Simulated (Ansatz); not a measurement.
# Structure relaxation of Si3N4

All numbers below come from DFT PBE, scalar-relativistic, plane waves, PAW (Ansatz 0.2.0).

The start is a database structure of Si3N4, space group I-43d (No. 220).

Input of the last, converged step (default PAW datasets):

```yaml
crystal:
  lattice:
    - [-3.244147, 3.244147, 3.244147]
    - [3.244147, -3.244147, 3.244147]
    - [3.244147, 3.244147, -3.244147]
  atoms:
    - { symbol: Si, position: [0.375, 0.25, 0.625] }
    - { symbol: Si, position: [0.625, 0.375, 0.25] }
    - { symbol: Si, position: [0.875, 0.125, 0.75] }
    - { symbol: Si, position: [0.25, 0.625, 0.375] }
    - { symbol: Si, position: [0.75, 0.875, 0.125] }
    - { symbol: Si, position: [0.125, 0.75, 0.875] }
    - { symbol: "N", position: [0.5, 0.0, 0.06275] }
    - { symbol: "N", position: [0.56275, 0.5, 0.0] }
    - { symbol: "N", position: [0.93725, 0.93725, 0.93725] }
    - { symbol: "N", position: [0.0, 0.56275, 0.5] }
    - { symbol: "N", position: [0.43725, 0.43725, 0.43725] }
    - { symbol: "N", position: [0.0, 0.06275, 0.5] }
    - { symbol: "N", position: [0.5, 0.0, 0.56275] }
    - { symbol: "N", position: [0.06275, 0.5, 0.0] }
basis:
  ecutwfc: 420
kpoints:
  mp_grid: { grid: [6, 6, 6] }
hamiltonian:
  xc: pbe
scf:
  occupations: { method: gaussian, width: 0.02 }
output:
  forces: true
  stress: true
  eigenvalues: true
relax:
  adjacent_minimum: "off"
  f_tol: 0.01
  max_steps: 80
  cell: { stress_tol: 0.05 }
```

Launched as:

```bash
ansatz run input.yaml --threads 1 --pin off --max-ram 2560MiB --backend cpu --events-out ev --progress --plain --runs-dir out
```

Time: 18 s on 1 thread of Intel(R) Xeon(R) 6975P-C (Granite Rapids) (shared host), peak memory 0.42 GiB.

End of the output:

```
SCF converged after 4 iterations
Free energy (F): -6900.419515 eV
Harris-Foulkes:  -6900.419515 eV  (|F-HF|=4.91e-11)
Internal energy: -6900.419515 eV  (E = F + TS)
E sigma→0 (E₀):  -6900.419515 eV
Fermi energy:    11.264089 eV
--- Per-component energies (eV) ---
  E_band       = 134.418479
  E_kinetic    = 1346.245279
  E_local      = -1758.633812  (includes V_loc(G=0)·N_el)
  E_nonlocal   = 507.605435
  E_hartree    = 561.341699
  E_xc         = -825.601358
  E_vxc        = -910.510476  (∫ρ·V_xc dr)
  E_paw        = -4099.406139  (= ΣΔE_a)
  E_vpaw       = -172.972269  (= ΣTr[D̂ρ^β])
  E_aug_tail   = 0.000827  (compensation charges beyond the density's cutoff)
  E_ewald      = -2631.971445
  E_smearing   =  0.000000  (= −TS)
  E_closure    =  0.000000  (closes the sum)
  Σ components = -6900.419515   (vs F -6900.419515, Δ=0.00e0)
--- Forces (eV/Å), atoms counted from 1 ---
  atom   1  Si     0.00000000     0.00000000     0.00000000
  atom   2  Si     0.00000000     0.00000000     0.00000000
  atom   3  Si     0.00000000     0.00000000     0.00000000
  atom   4  Si     0.00000000     0.00000000     0.00000000
  atom   5  Si     0.00000000     0.00000000     0.00000000
  atom   6  Si     0.00000000     0.00000000     0.00000000
  atom   7  N     -0.00032067    -0.00032067     0.00032067
  atom   8  N      0.00032067    -0.00032067    -0.00032067
  atom   9  N      0.00032067     0.00032067     0.00032067
  atom  10  N     -0.00032067     0.00032067    -0.00032067
  atom  11  N      0.00032067     0.00032067     0.00032067
  atom  12  N     -0.00032067     0.00032067    -0.00032067
  atom  13  N     -0.00032067    -0.00032067     0.00032067
  atom  14  N      0.00032067    -0.00032067    -0.00032067
  max |Σ_I F_I| component: 6.04e-17 eV/Å
--- Stress (GPa, compression-positive) ---
        0.005644       0.000000       0.000000
        0.000000       0.005644       0.000000
        0.000000       0.000000       0.005644
  P = ⅓ Tr σ = 0.0056 GPa (0.056 kbar)
--- Relaxed structure (3 steps of the walk, 3 accepted, 1 SCFs on fresh bases) ---
  F+E_penalty+E_count = -6900.41951468 eV   max|allowed force component| = 3.207e-4 eV/Å   (the final SCF, on the basis selected at the relaxed cell)
  cell:  # Å, volume = 136.7041 Å³
    - [-3.245193, 3.245193, 3.245193]
    - [3.245193, -3.245193, 3.245193]
    - [3.245193, 3.245193, -3.245193]
  atoms:
    - { symbol: Si, position: [0.375, 0.25, 0.625] }
    - { symbol: Si, position: [0.625, 0.375000, 0.250000] }
    - { symbol: Si, position: [0.875000, 0.125000, 0.750000] }
    - { symbol: Si, position: [0.250000, 0.625, 0.375000] }
    - { symbol: Si, position: [0.750000, 0.875000, 0.125000] }
    - { symbol: Si, position: [0.125000, 0.750000, 0.875000] }
    - { symbol: N, position: [0.5, 0.0, 0.062712] }
    - { symbol: N, position: [0.562712, 0.500000, 0.0] }
    - { symbol: N, position: [0.937288, 0.937288, 0.937288] }
    - { symbol: N, position: [0.0, 0.562712, 0.500000] }
    - { symbol: N, position: [0.437288, 0.437288, 0.437288] }
    - { symbol: N, position: [0.0, 0.062712, 0.5] }
    - { symbol: N, position: [0.500000, 0.0, 0.562712] }
    - { symbol: N, position: [0.062712, 0.5, 0.0] }
```

Total energies depend on the potentials used, so only differences within one code and one set of settings carry meaning.

The result has space group I-43d (No. 220). Si is coordinated by 4 N at 1.76 Å; N is coordinated by 3 Si at 1.76 Å.

Against the elements it lies at -0.961 eV/atom. The zero of energy is the elements' standard structures at the same level (N₂ as a molecule); no fitted shifts are applied.

Symmetry constrained the relaxation, so the result can be a saddle point.